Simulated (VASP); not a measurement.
A run of VASP 6.6.1 is set up as follows.

INCAR

```
  PREC = Accurate
  ENCUT = 520
  EDIFF = 1E-6
  ISMEAR = 0
  SIGMA = 0.013000000000000001
  LREAL = F
  LASPH = T
  NELM = 60
  ALGO = Fast
  ISIF = 2
  LWAVE = F
  LCHARG = T
  GGA = PE
  LELF = T
  LVHAR = T
  NBANDS = 33
```

File KPOINTS:

```
regular mesh
0
Gamma
  10 10 10
```

The input POSCAR:

```
TiO2
1.0
   -1.8921000000      1.8921000000      4.7573000000
    1.8921000000     -1.8921000000      4.7573000000
    1.8921000000      1.8921000000     -4.7573000000
Ti O
2 4
Direct
    0.7500000000      0.2500000000      0.5000000000
    0.0000000000      0.0000000000      0.0000000000
    0.7919000000      0.7919000000      0.0000000000
    0.5419000000      0.0419000000      0.5000000000
    0.9581000000      0.4581000000      0.5000000000
    0.2081000000      0.2081000000      0.0000000000
```

Potentials or basis: VASP PAW PBE potentials, release 64 (Ti_sv, O).

Launch:

```bash
$ cat potpaw_PBE.64/Ti_sv/POTCAR potpaw_PBE.64/O/POTCAR > POTCAR
$ mpirun -np 1 vasp_std > vasp.out
```

Question: What does it give for the pressure?

Answer: 5.9 GPa.

Question: Predict the band gap on the k mesh.

Answer: 2.11 eV, indirect (least direct gap 2.44 eV).

Question: Predict the largest force.

Answer: 0.125 eV/Å.

Forces in eV/Å, atoms in the order of the input:
```
Ti   0.000  0.000  0.000
Ti   0.000  0.000  0.000
O    0.000  0.000 -0.125
O    0.000  0.000 -0.125
O    0.000  0.000  0.125
O    0.000  0.000  0.125
```

A k mesh can miss the band edges. PBE gaps usually lie below the measured ones, often by a third to a half.
